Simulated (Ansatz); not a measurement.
Geometry optimisation in Ansatz: input, command and trajectory.

```yaml
crystal:
  lattice:
    - [-4.5484769843, -4.5484769843, 4.5484769843]
    - [4.5484769843, 4.5484769843, 4.5484769843]
    - [-4.5484769843, 4.5484769843, -4.5484769843]
  atoms:
    - { symbol: Ga, position: [0.741040711, 0.506955369, 0.7460079269] }
    - { symbol: Ga, position: [0.0002321956, 0.5110049307, 0.5015830655] }
    - { symbol: Ga, position: [0.7397550195, 0.7360147633, 0.4924188375] }
    - { symbol: Ga, position: [0.2524982403, 0.504740833, 0.2550810688] }
    - { symbol: Ga, position: [0.0002012629, 0.7472023279, 0.2650185509] }
    - { symbol: Ga, position: [0.7473807401, 0.0008103092, 0.2582897698] }
    - { symbol: Ga, position: [0.5076167636, 0.506489219, 0.0050919743] }
    - { symbol: Ga, position: [0.2602718749, 0.7671857232, 0.0059444482] }
    - { symbol: Ga, position: [-0.0005073993, -0.0216133977, 0.0462406076] }
    - { symbol: Ga, position: [0.749339277, 0.2491603967, 0.0077432221] }
    - { symbol: Ga, position: [0.5037473134, 0.7525272076, 0.751964733] }
    - { symbol: Ga, position: [0.2593154685, -0.003319468, 0.7528132293] }
    - { symbol: Ga, position: [0.0019568837, 0.3798422418, 0.7484363576] }
    - { symbol: Ga, position: [0.4924301488, -0.0013376072, 0.4975703432] }
    - { symbol: Ga, position: [0.2537222511, 0.2539441386, 0.5114909654] }
    - { symbol: Ga, position: [0.4964958976, 0.2489199634, 0.2485214246] }
    - { symbol: "N", position: [0.000483654, 0.7317459271, 0.0152181495] }
    - { symbol: "N", position: [0.2617619435, 0.7525453965, 0.7519756628] }
    - { symbol: "N", position: [0.0008051245, -0.0817366369, 0.7539286986] }
    - { symbol: "N", position: [0.5007556522, 0.7527794421, 0.5027303033] }
    - { symbol: "N", position: [0.2464218464, 0.0002749047, 0.5035900546] }
    - { symbol: "N", position: [0.0005559767, 0.2517157349, 0.4902206718] }
    - { symbol: "N", position: [0.7538135443, 0.7539250549, 0.2570660475] }
    - { symbol: "N", position: [0.5019970894, 0.0080398168, 0.2562217915] }
    - { symbol: "N", position: [0.2525703677, 0.2443103174, 0.2564686951] }
    - { symbol: "N", position: [-0.0005707415, 0.4997105829, 0.2540874278] }
    - { symbol: "N", position: [0.7523640347, -0.0038052036, 0.0082603513] }
    - { symbol: "N", position: [0.4986463516, 0.2521646141, 0.0020695236] }
    - { symbol: "N", position: [0.2797554589, 0.5338889387, 0.0209717679] }
    - { symbol: "N", position: [0.7160820106, 0.2535485097, 0.744976152] }
    - { symbol: "N", position: [0.4991519992, 0.5065206178, 0.7546732563] }
    - { symbol: "N", position: [0.7386442451, 0.4904402407, 0.4901763379] }
    - { symbol: Ga, position: [-0.0052245137, 0.1550702572, -0.1345150916] }
  host:
    lattice:
      - [0.0, 2.2742384922, 2.2742384922]
      - [2.2742384922, 0.0, 2.2742384922]
      - [2.2742384922, 2.2742384922, 0.0]
    atoms:
      - { symbol: Ga, position: [0.0, 0.0, 0.0] }
      - { symbol: "N", position: [0.75, 0.75, 0.75] }
total_charge: 1
basis:
  ecutwfc: 420
  xc_grid: 2
kpoints:
  mp_grid: { grid: [2, 2, 2], shift: [0.5, 0.5, 0.5] }
hamiltonian:
  xc: pbe
scf:
  occupations: { method: gaussian, width: 0.01 }
output:
  forces: true
  stress: false
  eigenvalues: true
  charged_corrections:
    defect_position: [0.0, 0.25, 0.0]
    epsilon: [[10.9988, 0.0, 0.0], [0.0, 10.9988, 0.0], [0.0, 0.0, 10.9988]]
  write_density: true
  write_potential: true
  elf: true
  volumetric_format: npy
relax:
  adjacent_minimum: "off"
  f_tol: 0.025
  max_steps: 45
```

```bash
ansatz run input.yaml --threads 4 --pin off --max-ram 10240MiB --backend cpu --events-out ev --progress --plain --runs-dir out
```

These are results of Ansatz, DFT PBE, scalar-relativistic, plane waves, PAW, not measurements.

The cell holds a point defect: Ga interstitial, charge +1.

Of 19 frames 6 are shown, positions in Å and forces in eV/Å; the SCF threshold varies from step to step. The mark taken_back stands on steps that the optimiser undid.

```xyz
33
Lattice="-4.5485 -4.5485 4.5485 4.5485 4.5485 4.5485 -4.5485 4.5485 -4.5485" Properties=species:S:1:pos:R:3:forces:R:3 pbc="T T T" step=1 free_energy_over_end_meV_per_atom=27.17
Ga   -4.4579    2.3285    2.2833    0.4933    0.7009   -0.4835
Ga    0.0418    4.6047    0.0439    0.6517   -0.4767    0.6833
Ga   -2.2568    2.2227    4.4727   -0.1439    0.1915    0.2508
Ga   -0.0129    2.3075    2.2841    0.2096   -0.0940   -0.4558
Ga    2.1923    4.6031    2.1941   -0.0776   -0.1225   -0.1069
Ga   -4.5706   -2.2209    2.2283    0.0680    0.1285   -0.3765
Ga   -0.0283    0.0180    4.5895   -0.0152   -0.3585    0.2221
Ga    2.2786    2.3327    4.6463   -0.3595    0.7594    0.5981
Ga   -0.3063    0.1143   -0.3109   -0.6106   -0.7823   -0.1123
Ga   -2.3103   -2.2398    4.5064    0.1992    0.1981    0.4150
Ga   -2.2887    4.5519    2.2938   -0.2321   -0.2277   -0.1094
Ga   -4.6187    2.2296   -2.2598    0.1489    0.1883    0.0345
Ga   -1.6854    5.1230   -1.6676   -1.1222   -0.9220   -1.3649
Ga   -4.5091    0.0173   -0.0295    0.1994   -0.1802    0.0683
Ga   -2.3255    2.3275   -0.0174   -0.2615   -0.0052    0.2171
Ga   -2.2565    0.0043    2.2601   -0.0950   -0.3336   -0.1294
N     3.2569    3.3953    3.2613    0.1687   -0.4233    0.1652
N    -1.1880    5.6527    1.1932   -0.0741   -0.0622   -0.6526
N    -3.8047    3.0538   -3.7973    0.1067   -0.0540   -0.1963
N    -1.1403    3.4330    3.4150   -0.0876    0.0558    0.1021
N    -3.4102    1.1710   -1.1685   -0.0423    0.0128    0.0214
N    -1.0874    3.3722   -1.0823    0.0307    1.0188    0.0112
N    -1.1688    1.1698    5.6887    0.0877    0.0536   -0.0884
N    -3.4122   -1.0813    1.1545   -0.0978   -0.0857    0.0346
N    -1.2041    1.1290    1.0935    0.3862    0.5958    0.1254
N     1.1198    3.4312    1.1146   -0.2142   -0.1427    0.0019
N    -3.4770   -3.4018    3.3672    0.4738    0.2119   -0.1492
N    -1.1305   -1.1117    3.4056   -0.0574   -0.0053   -0.0542
N     1.0605    1.2513    3.6055    0.6980    0.2376   -0.1438
N    -5.4923    1.2847    1.0218   -0.2048   -0.0307    1.0076
N    -3.3991    3.4661    1.1417    0.0759    0.0122    0.0050
N    -3.3585    1.1006    3.3609   -0.7092   -0.0408   -0.0271
Ga    1.3409    0.1173    1.2934    0.4074   -0.0179    0.4868
33
Lattice="-4.5485 -4.5485 4.5485 4.5485 4.5485 4.5485 -4.5485 4.5485 -4.5485" Properties=species:S:1:pos:R:3:forces:R:3 pbc="T T T" step=5 free_energy_over_end_meV_per_atom=12.56 taken_back
Ga   -4.4233    2.3410    2.2835    0.0307    0.0100   -0.0354
Ga    0.0479    4.5998    0.0565   -0.0088    0.0423    0.0270
Ga   -2.2601    2.2216    4.4874   -0.1050    0.0630    0.0320
Ga    0.0325    2.3075    2.2982    0.0674   -0.0773    0.0005
Ga    2.1696    4.6026    2.1761   -0.0159   -0.0046    0.0148
Ga   -4.5501   -2.2015    2.2658   -0.0596    0.0238   -0.0600
Ga    0.0068    0.0331    4.6008    0.0176   -0.0224    0.0167
Ga    2.2681    2.3359    4.6828   -0.0304   -0.0057    0.0093
Ga   -0.4524    0.0717   -0.4096    0.0700   -0.0936    0.2512
Ga   -2.2317   -2.2106    4.5746    0.0483    0.0359    0.1127
Ga   -2.2688    4.5592    2.3185    0.0117   -0.0584   -0.0841
Ga   -4.5981    2.2466   -2.2694    0.0452    0.0737   -0.1374
Ga   -1.8593    4.9797   -1.8360   -0.2129   -0.0104   -0.1505
Ga   -4.4992    0.0277    0.0062    0.0249   -0.0102    0.0131
Ga   -2.3032    2.3547    0.0040   -0.0431   -0.0078   -0.0044
Ga   -2.2445    0.0112    2.2796   -0.0061   -0.0160   -0.0288
N     3.2003    3.3154    3.2137    0.0584    0.0210    0.0398
N    -1.1831    5.6516    1.1800    0.0453    0.0097   -0.0221
N    -3.8519    3.0403   -3.8701   -0.0955   -0.0918   -0.0142
N    -1.1218    3.4312    3.4392    0.0249    0.0131    0.0026
N    -3.3944    1.1839   -1.1471   -0.0103    0.0020   -0.0074
N    -1.0791    3.4417   -1.0709    0.0022   -0.0558    0.0248
N    -1.1467    1.1790    5.7143    0.0059    0.0069   -0.0327
N    -3.3998   -1.0760    1.1849   -0.0317   -0.0182   -0.0182
N    -1.1445    1.1505    1.1006   -0.0999    0.0014   -0.0312
N     1.1127    3.4251    1.1113    0.0018   -0.0133    0.0082
N    -3.4472   -3.4107    3.4434   -0.0278   -0.0298   -0.1781
N    -1.1038   -1.1023    3.4200   -0.0100   -0.0035    0.0149
N     1.1200    1.2540    3.6030    0.0106    0.0834    0.0899
N    -5.4915    1.2576    1.1227    0.1580    0.0879    0.0153
N    -3.3742    3.4822    1.1616   -0.0245   -0.0067   -0.0230
N    -3.3819    1.0943    3.3696    0.0058   -0.0116    0.0149
Ga    1.2437    0.1595    1.0910    0.1529    0.0631    0.1402
33
Lattice="-4.5485 -4.5485 4.5485 4.5485 4.5485 4.5485 -4.5485 4.5485 -4.5485" Properties=species:S:1:pos:R:3:forces:R:3 pbc="T T T" step=8 free_energy_over_end_meV_per_atom=11.36
Ga   -4.4305    2.3436    2.3082    0.0742    0.0632   -0.0386
Ga    0.0363    4.5967    0.0590    0.0281    0.0111    0.0509
Ga   -2.2563    2.1996    4.4771   -0.0514    0.0144    0.0295
Ga    0.0396    2.2822    2.2901    0.0053   -0.0758   -0.0858
Ga    2.1637    4.5993    2.1855    0.0131   -0.0068    0.0288
Ga   -4.5662   -2.2042    2.2777   -0.0409    0.0233   -0.0258
Ga    0.0063    0.0374    4.6046    0.0291   -0.0114    0.0428
Ga    2.2610    2.3312    4.6879   -0.0470    0.0266    0.0390
Ga   -0.4837    0.0694   -0.3507    0.0073   -0.2115    0.2375
Ga   -2.2011   -2.1718    4.5728   -0.0324    0.0259    0.0893
Ga   -2.2660    4.5577    2.3191    0.0488   -0.0375   -0.1341
Ga   -4.5763    2.2716   -2.2851    0.0181    0.0062   -0.0955
Ga   -1.9107    4.9692   -1.8278   -0.2177   -0.1088   -0.2451
Ga   -4.5018    0.0268    0.0062    0.0718    0.0084    0.0035
Ga   -2.3214    2.3573    0.0135   -0.0046   -0.0261    0.0142
Ga   -2.2545    0.0091    2.2777   -0.0207   -0.0006   -0.0193
N     3.1944    3.3198    3.2305    0.0429    0.0781    0.0292
N    -1.1773    5.6605    1.1866   -0.0143    0.0061    0.0060
N    -3.8436    3.0418   -3.8952   -0.1089    0.0655    0.0299
N    -1.1185    3.4223    3.4362    0.0072    0.0437    0.0178
N    -3.4000    1.1874   -1.1464   -0.0244    0.0098   -0.0395
N    -1.0937    3.4429   -1.0617   -0.0088   -0.0360   -0.0010
N    -1.1500    1.1734    5.7211   -0.0098    0.0082   -0.0325
N    -3.4128   -1.0833    1.1917    0.0094   -0.0662   -0.0109
N    -1.1686    1.1591    1.1092   -0.1033    0.0992    0.0150
N     1.1131    3.4196    1.1111   -0.0019    0.0358    0.0004
N    -3.4469   -3.4241    3.4640    0.0618    0.0102   -0.0788
N    -1.0904   -1.0886    3.4080   -0.0180    0.0087    0.0007
N     1.1119    1.2587    3.6047   -0.0184    0.0224    0.0650
N    -5.4792    1.2700    1.1271    0.1056    0.0432   -0.0168
N    -3.3846    3.4873    1.1712   -0.0200   -0.0031    0.0123
N    -3.3885    1.0813    3.3746    0.0111   -0.0298   -0.0255
Ga    1.3871    0.1544    0.9376    0.2088    0.0036    0.1380
33
Lattice="-4.5485 -4.5485 4.5485 4.5485 4.5485 4.5485 -4.5485 4.5485 -4.5485" Properties=species:S:1:pos:R:3:forces:R:3 pbc="T T T" step=12 free_energy_over_end_meV_per_atom=3.52
Ga   -4.4666    2.3880    2.3576    0.1163    0.1440    0.1620
Ga    0.0004    4.5975    0.0606   -0.0282    0.0304    0.0561
Ga   -2.2724    2.1016    4.4756   -0.2790   -0.1975    0.0277
Ga    0.0077    2.2800    2.2838    0.0554    0.0395   -0.0311
Ga    2.1832    4.6125    2.2396   -0.1166   -0.0337   -0.0449
Ga   -4.5909   -2.2209    2.3153    0.0895    0.0205   -0.0251
Ga    0.0019    0.0404    4.6033    0.0960    0.0296   -0.0082
Ga    2.2391    2.3128    4.6341    0.0311   -0.0149   -0.0124
Ga   -0.4411   -0.0064   -0.0824    0.1153    0.1157   -0.1733
Ga   -2.1834   -2.0878    4.5995   -0.1290   -0.0507    0.0135
Ga   -2.2609    4.5805    2.2734   -0.1278    0.0813   -0.1280
Ga   -4.5789    2.3096   -2.2889   -0.0108   -0.0735   -0.2134
Ga   -2.0740    4.8170   -1.9450    0.0525   -0.0283   -0.0375
Ga   -4.4689    0.0755    0.0320    0.1662    0.0448    0.0872
Ga   -2.3373    2.3568    0.0290    0.0109    0.0419    0.0498
Ga   -2.2913   -0.0012    2.2812    0.0321   -0.0441   -0.0943
N     3.2049    3.3996    3.2943    0.0751   -0.0101    0.1308
N    -1.1870    5.6879    1.1779    0.0385    0.0181   -0.0166
N    -3.8979    3.0464   -3.9274    0.1925   -0.0574    0.1401
N    -1.1641    3.4622    3.4960   -0.0874    0.0850    0.0463
N    -3.4122    1.2242   -1.1558   -0.0043   -0.1049    0.0624
N    -1.1043    3.4356   -1.0353   -0.0657    0.0458    0.0193
N    -1.1510    1.1659    5.7296    0.0465   -0.0375    0.0164
N    -3.4290   -1.1182    1.1892   -0.0338    0.0096   -0.0522
N    -1.2163    1.2061    1.1639   -0.0690   -0.0315    0.0997
N     1.0976    3.4405    1.1469    0.0153    0.0848    0.0403
N    -3.4043   -3.4206    3.5212    0.0150   -0.0218    0.0379
N    -1.0913   -1.0551    3.3962   -0.0884    0.0547    0.0312
N     1.0892    1.2386    3.5332   -0.0116   -0.0675    0.0033
N    -5.4543    1.3694    1.1269   -0.1591   -0.0297   -0.0859
N    -3.3973    3.5059    1.1805    0.0603    0.0091    0.0616
N    -3.4234    1.0538    3.3657   -0.0371    0.1940    0.1034
Ga    1.8651   -0.0410    0.5142    0.0388   -0.2455   -0.2655
33
Lattice="-4.5485 -4.5485 4.5485 4.5485 4.5485 4.5485 -4.5485 4.5485 -4.5485" Properties=species:S:1:pos:R:3:forces:R:3 pbc="T T T" step=15 free_energy_over_end_meV_per_atom=0.27
Ga   -4.4730    2.4240    2.3717   -0.0160    0.0011    0.0263
Ga   -0.0239    4.5922    0.0610    0.0128    0.0242    0.0105
Ga   -2.3130    2.0082    4.5086   -0.0181   -0.0457   -0.0214
Ga   -0.0153    2.2998    2.2983    0.0067   -0.0356   -0.0506
Ga    2.1900    4.6019    2.2698    0.0075   -0.0186    0.0108
Ga   -4.5949   -2.2146    2.3078   -0.0152    0.0160   -0.0332
Ga    0.0034    0.0290    4.5808   -0.0174   -0.0466    0.0186
Ga    2.2387    2.3258    4.6083    0.0289    0.0160    0.0106
Ga   -0.3426    0.0312   -0.0430   -0.0079   -0.0014   -0.0123
Ga   -2.2290   -2.0965    4.6080    0.0174    0.0064    0.0192
Ga   -2.2885    4.6066    2.2326   -0.0050    0.0020   -0.0008
Ga   -4.6000    2.3010   -2.2889    0.0175    0.0347    0.0184
Ga   -2.0981    4.8023   -1.9952    0.0103   -0.0384   -0.1786
Ga   -4.4475    0.1116    0.0575    0.0311    0.0239    0.0194
Ga   -2.3274    2.3549    0.0275   -0.0061   -0.0159    0.0420
Ga   -2.2987   -0.0036    2.2696    0.0091   -0.0168    0.0095
N     3.2438    3.4427    3.3510    0.0181   -0.0414   -0.0335
N    -1.2000    5.7019    1.1581    0.0422    0.0109    0.0348
N    -3.8525    3.0487   -3.8723    0.0162   -0.0088   -0.0300
N    -1.2049    3.4793    3.5057   -0.0711    0.0686    0.1429
N    -3.4184    1.2256   -1.1493    0.0126   -0.0112    0.0004
N    -1.1148    3.4371   -1.0386   -0.0445    0.0378   -0.0316
N    -1.1377    1.1360    5.7386    0.0026    0.0138   -0.0267
N    -3.4389   -1.1169    1.1769    0.0084   -0.0452   -0.0445
N    -1.2187    1.2098    1.1803    0.0422    0.0257    0.0085
N     1.0841    3.4591    1.1719   -0.0434    0.0160   -0.0227
N    -3.4054   -3.4118    3.5201   -0.0035   -0.0308    0.0507
N    -1.1234   -1.0612    3.3996   -0.0085   -0.0097    0.0077
N     1.0835    1.2343    3.5076    0.0697   -0.0253   -0.0470
N    -5.4826    1.4092    1.1424   -0.0090    0.0589    0.0408
N    -3.3970    3.5036    1.1644    0.0137    0.0067    0.0692
N    -3.4526    1.0504    3.3555   -0.0566   -0.0134   -0.0489
Ga    2.0458   -0.1642    0.4000   -0.0448    0.0422    0.0415
33
Lattice="-4.5485 -4.5485 4.5485 4.5485 4.5485 4.5485 -4.5485 4.5485 -4.5485" Properties=species:S:1:pos:R:3:forces:R:3 pbc="T T T" step=19 free_energy_over_end_meV_per_atom=0.00
Ga   -4.4678    2.4300    2.3805   -0.0006   -0.0006    0.0013
Ga   -0.0301    4.5927    0.0578   -0.0007   -0.0003    0.0001
Ga   -2.3157    1.9972    4.5037    0.0006    0.0003    0.0011
Ga   -0.0135    2.2980    2.3024   -0.0006    0.0003    0.0010
Ga    2.1875    4.6006    2.2695   -0.0016    0.0008    0.0002
Ga   -4.5999   -2.2126    2.3022    0.0005   -0.0008    0.0020
Ga    0.0105    0.0244    4.5811    0.0005    0.0017   -0.0021
Ga    2.2434    2.3193    4.6063   -0.0005   -0.0018   -0.0005
Ga   -0.3519    0.0336   -0.0447    0.0002    0.0022    0.0012
Ga   -2.2299   -2.0981    4.6152   -0.0009   -0.0010    0.0002
Ga   -2.2846    4.6133    2.2388    0.0011    0.0020    0.0037
Ga   -4.5924    2.3055   -2.2858    0.0007   -0.0008    0.0007
Ga   -2.0865    4.8113   -2.0240    0.0004    0.0005    0.0009
Ga   -4.4474    0.1196    0.0669   -0.0013    0.0000   -0.0009
Ga   -2.3249    2.3599    0.0326    0.0011   -0.0008   -0.0020
Ga   -2.2971   -0.0117    2.2695    0.0009   -0.0001   -0.0002
N     3.2419    3.4412    3.3488    0.0008   -0.0011   -0.0006
N    -1.1938    5.7040    1.1653    0.0005    0.0003    0.0000
N    -3.8592    3.0385   -3.8841    0.0004    0.0004   -0.0009
N    -1.2100    3.4864    3.5237    0.0017   -0.0012   -0.0007
N    -3.4141    1.2271   -1.1443    0.0004    0.0005   -0.0010
N    -1.1235    3.4434   -1.0493   -0.0003    0.0004   -0.0009
N    -1.1376    1.1321    5.7340   -0.0001    0.0025   -0.0013
N    -3.4363   -1.1228    1.1712   -0.0014   -0.0009   -0.0010
N    -1.2171    1.2117    1.1855    0.0016   -0.0004   -0.0006
N     1.0763    3.4614    1.1712    0.0001   -0.0001   -0.0011
N    -3.4116   -3.4091    3.5235    0.0013    0.0006    0.0001
N    -1.1222   -1.0647    3.4042    0.0009   -0.0001   -0.0006
N     1.0942    1.2260    3.4993   -0.0014   -0.0012    0.0001
N    -5.4775    1.4204    1.1526    0.0001   -0.0004    0.0000
N    -3.3906    3.5072    1.1752   -0.0004   -0.0008   -0.0006
N    -3.4566    1.0426    3.3486   -0.0013    0.0018    0.0007
Ga    2.0286   -0.1708    0.3888   -0.0026   -0.0020    0.0019
```

It took 4.3 min on 4 threads of Arm Neoverse V2 (shared host), peak memory 1.5 GiB.